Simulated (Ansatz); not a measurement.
Runs of Ansatz 0.2.0 on NiO. Symmetry: Fm-3m, No. 225, cubic system. The conventional cell has a = 4.172 Å, b = 4.172 Å, c = 4.172 Å, α = 90.00°, β = 90.00°, γ = 90.00°. Ni (site symmetry m-3m) has 6 O at 2.09 Å as nearest neighbours. O (site symmetry m-3m) has 6 Ni at 2.09 Å as nearest neighbours. 

| task | level | cell | k mesh | cutoff (eV) | smearing | points for each segment of the path | mesh quality | gap on the mesh (eV) | pressure (GPa) | moment (μB) | relaxed volume (Å³/atom) |
| --- | --- | --- | --- | --- | --- | --- | --- | --- | --- | --- | --- |
| relaxation of cell and atoms | RPBE+D3(BJ) | relaxed | 11 × 11 × 11 | 420 | fermi-dirac 0.05 eV | - | not flagged | - | 0.0 | (b) | 9.01 |
| band structure | m-r2SCAN | as given | 11 × 11 × 11 | 500 | fermi-dirac 0.05 eV | 14 | not flagged | none | (d) | 1.84 | - |
| relaxation of cell and atoms | PBEsol+D3(BJ) | relaxed | 11 × 11 × 11 | 420 | fermi-dirac 0.05 eV | - | not flagged | - | 0.0 | (a) | 8.65 |
| single point | PBE | as given | 11 × 11 × 11 | 500 | fermi-dirac 0.05 eV | - | not flagged | none | 5.7 | (c) | - |
| projected density of states | revPBE | as given | 6 × 6 × 6 | 420 | fermi-dirac 0.05 eV | - | coarse | none | 10.5 | 1.76 | - |
| relaxation of cell and atoms | PBEsol+D4 | relaxed | 11 × 11 × 11 | 420 | fermi-dirac 0.05 eV | - | not flagged | - | 0.0 | 1.25 | 8.63 |
| relaxation of cell and atoms | PBEsol | relaxed | 11 × 11 × 11 | 420 | fermi-dirac 0.05 eV | - | not flagged | - | 0.0 | 1.28 | 8.73 |
| single point | PBE | as given | 11 × 11 × 11 | 420 | gaussian 0.026 eV | - | not flagged | none | 6.3 | 1.79 | - |

Alike in all rows: potentials or basis Ansatz PAW; spin collinear, ferromagnetic start.

Problem. Fill in the values left out.

Solution. (a) 1.26; (b) 1.81; (c) 1.73; (d) -0.1.

Caveats: some runs use coarse meshes; a cell with one magnetic atom can't hold antiferromagnetic order, which such compounds often take; the PAW data sets come from PBE, with cores solved anew for the run's functional, which leaves a small shift of forces and pressure (some runs); the plane-wave basis is chosen anew once the cell has moved, so the energies of steps on either side of that aren't comparable (some runs); semilocal functionals often make such compounds metallic where correlation or magnetic order opens a gap, which also shifts bond lengths (some runs); the potentials were made for another functional, which shifts forces and pressure (some runs); the magnetic or orbital state may not be the lowest (some runs).

A k mesh can miss the band edges.

A gap of «none» marks a metal or a gap under the smearing width.

Not every run made on this cell is shown here.
